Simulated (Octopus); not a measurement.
# ZnSe (Stilleite) in Octopus: convergence with k mesh

Input of the first run (k mesh 1 × 1 × 1); the others differ in this setting and in those tied to it:

File inp:

```
CalculationMode = gs
UnitsOutput = eV_Angstrom
PeriodicDimensions = 3
ExperimentalFeatures = yes
PseudopotentialSet = pseudodojo_pbe
%LatticeParameters
 1*angstrom | 1*angstrom | 1*angstrom
%
%LatticeVectors
 0 | 2.8338 | 2.8338
 2.8338 | 0 | 2.8338
 2.8338 | 2.8338 | 0
%
%ReducedCoordinates
 "Se" | 0.75 | 0.75 | 0.75
 "Zn" | 0 | 0 | 0
%
%Spacing
 0.14842957*angstrom | 0.14842957*angstrom | 0.14842957*angstrom
%
DerivativesOrder = 8
%KPointsGrid
 1 | 1 | 1
%
KPointsUseSymmetries = yes
XCFunctional = gga_x_pbe + gga_c_pbe
VDWCorrection = vdw_d3m_bj
VDWD3Functional = "pbe"
SmearingFunction = semiconducting
ExtraStates = 5
Eigensolver = chebyshev_filter
ConvRelDens = 1e-6
MaximumIter = 120
```

Potentials or basis: pseudodojo_pbe (PseudoDojo 0.5, PBE).

The run is started by

```console
$ OMP_NUM_THREADS=1 octopus > out.log
```

Hardware: 1 thread of Intel(R) Xeon(R) Platinum 8488C (Sapphire Rapids), on a shared host.

| k mesh | energy less the tightest run, at zero smearing (meV/atom) | gap on the mesh (eV) | SCF cycles | CPU time (s) | peak memory (GiB) |
| --- | --- | --- | --- | --- | --- |
| 1 × 1 × 1 | 6721.65 | 0.632 | 14 | 6.7 | 0.09 |
| 2 × 2 × 2 | 733.02 | 1.165 | 12 | 21 | 0.15 |
| 4 × 4 × 4 | 33.30 | 1.279 | 12 | 53 | 0.28 |
| 5 × 5 × 5 | 9.00 | 1.287 | 12 | 66 | 0.33 |
| 6 × 6 × 6 | 2.59 | 1.290 | 12 | 100 | 0.49 |
| 7 × 7 × 7 | 0.64 | 1.291 | 12 | 130 | 0.59 |
| 8 × 8 × 8 | 0.00 | 1.291 | 12 | 190 | 0.82 |

Against the tightest run, the energy stays within 1 meV/atom from 7 × 7 × 7 on; the gap on the mesh stays within 0.01 eV from 5 × 5 × 5 on. Meshes of other sizes hit other points, so gaps and Fermi surfaces needn't settle smoothly. The tightest run that finished is the yardstick and may itself not be fully converged.
